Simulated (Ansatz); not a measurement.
**InSe under changes of volume**

One of the cells (28.559 Å³/atom); the others are scaled copies at fixed shape and fractional positions:

```
In Se
1.0
     5.82639   -2.05465    0.00000
     5.82639    2.05465    0.00000
    -1.72323    0.00000    4.77135
In Se
2 2
Direct
  0.88820 0.88820 0.04684
  0.11180 0.11180 0.95316
  0.66093 0.66093 0.66896
  0.33907 0.33907 0.33104
```

The cell comes from a database or a generator and needn't be the stable form of this composition.

- Program: Ansatz 0.2.0
- Functional: PBEsol
- Potentials or basis: Ansatz PAW
- Cutoff: 420 eV (not typed: the program's choice for these potentials)
- k mesh: 7 × 7 × 6
- Occupations: fermi-dirac, width 0.05 eV
- Spin: no spin polarisation

```tsv
volume (Å³/atom)	energy over the lowest point (meV/atom)	pressure (GPa)	gap on the mesh (eV)	largest force (eV/Å)
26.846	7.32	2.3	1.18	0.584
27.417	1.50	1.0	1.15	0.396
27.988	0.00	-0.1	1.11	0.224
28.559	2.36	-1.2	1.08	0.066
29.131	?	?	?	?
29.702	16.93	-2.9	1.01	0.216
30.273	28.43	-3.6	0.98	0.340
```

Task: What does the run at 29.131 Å³/atom give?

Result: Energy over the lowest point 8.13 meV/atom; pressure -2.1 GPa; gap on the mesh 1.04 eV; largest force 0.115 eV/Å.

Worked out: A Birch-Murnaghan fit of order 3 (a polynomial in V^(-2/3)) to the other rows has its minimum at 27.91 Å³/atom with B0 = V·E''(V) = 53 GPa and B' = 4.8 at fixed shape and positions, which overstates the stiffness. It gives 8.13 meV/atom at 29.131 Å³/atom, against the run's 8.13, and -dE/dV = -2.1 GPa, against -2.1. A straight line through the other rows of the gap, of slope -1.69 eV per unit of ln V, gives 1.04 eV, against the run's 1.04.

Energies are extrapolated to zero smearing.

Caveats: odd divisions of the mesh miss points on the zone boundary, where band edges often lie, so the gap on the mesh can be too wide; spin-orbit coupling is left out, which moves the levels of the heavy elements; the PAW data sets come from PBE, with cores solved anew for the run's functional, which leaves a small shift of forces and pressure.

A mesh can miss the band edges.
